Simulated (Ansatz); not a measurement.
Consider BaSnO₃ in the cubic perovskite structure (space group Pm-3m, No. 221; a = 4.122 Å). Axes: x, y, z lie along the cube axes.

The values are results of PBEsol (Ansatz, a program for electronic structure, PAW, no spin-orbit coupling), earlier PAW set, not measurements.

A first run, uniaxial strain ε_yy = +2.16 %, gives secant values C11 ≈ 250 GPa and C12 ≈ 79 GPa from its stress. A second run applies uniaxial stress, 8 GPa compression along z.

### Question
What does linear elasticity predict for Young's modulus in the second run, and what does the run give?

### Answer
Linear elasticity: (C11 − C12)(C11 + 2 C12)/(C11 + C12) = 210 GPa. The run gives 280 GPa; any difference comes from nonlinear terms at these strains and numerical noise.

Stability under load was not tested beyond the relaxation.
